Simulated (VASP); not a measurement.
Ru: single point with PBE+D3(BJ)

Slab: Ru, a slab with vacuum.

```xyz
16
Lattice="5.4000 0.0000 0.0000 2.7000 4.6765 0.0000 0.0000 0.0000 22.9152" Properties=species:S:1:pos:R:3 pbc="T T T"
Ru    5.3997    1.5587    2.5000
Ru    2.6997    1.5587    2.5000
Ru    6.7497    3.8970    2.5000
Ru    4.0497    3.8970    2.5000
Ru    0.0000    0.0000    4.6380
Ru    2.7000    0.0000    4.6380
Ru    1.3500    2.3383    4.6380
Ru    4.0500    2.3383    4.6380
Ru    5.4003    1.5587    6.7646
Ru    2.6997    1.5587    6.7623
Ru    6.7497    3.8970    6.7646
Ru    4.0500    3.8974    6.7646
Ru    0.0003    0.0005    8.8407
Ru    2.6995    0.0000    8.8407
Ru    6.7492    2.3378    8.8407
Ru    4.0505    2.3383    8.8407
```

The cell was built by a generator and needn't be a form met in nature.

```
Program             : VASP 6.6.1
Task                : single point
Functional          : PBE
Dispersion          : D3(BJ)
Potentials or basis : VASP PAW PBE potentials, release 64 (Ru_pv)
Cutoff              : 400 eV
k mesh              : 6 × 6 × 1
Occupations         : methfessel-paxton, width 0.1 eV
Spin                : no spin polarisation
```

The largest force is 0.573 eV/Å. The band gap on the k mesh is none (metal or under the smearing width) and the dispersion energy per atom is -0.461 eV.

Forces in eV/Å, atoms in the order of the input:
```
Ru   0.000  0.000  0.566
Ru   0.001  0.001  0.565
Ru   0.002  0.001  0.566
Ru   0.000  0.000  0.567
Ru  -0.002 -0.001 -0.571
Ru  -0.001 -0.005 -0.572
Ru  -0.005  0.002 -0.573
Ru   0.003  0.002 -0.571
Ru  -0.007  0.003 -0.016
Ru   0.005  0.004  0.017
Ru   0.003  0.002 -0.015
Ru  -0.001 -0.007 -0.015
Ru  -0.004 -0.005  0.016
Ru   0.004  0.001  0.013
Ru   0.007  0.003  0.013
Ru  -0.006 -0.001  0.008
```

Levels at points of the mesh, in eV from the Fermi level:
```tsv
k point	band 110	band 111	band 112	band 113	band 114	band 115	band 116	band 117
(0.00, 0.00, 0.00)	0.19	0.99	0.99	1.08	1.08	1.08	1.19	1.19
(0.50, 0.00, 0.00)	-0.62	-0.56	-0.56	-0.07	-0.07	0.01	0.01	0.06
(0.50, 0.50, 0.00)	-0.62	-0.56	-0.56	-0.07	-0.07	0.01	0.01	0.06
(0.00, 0.50, 0.00)	-0.62	-0.56	-0.56	-0.07	-0.07	0.01	0.01	0.06
```

Run time: 10 min on 4 MPI ranks on Intel(R) Xeon(R) 6975P-C (Granite Rapids), on a shared host, peak memory 0.85 GiB a rank.
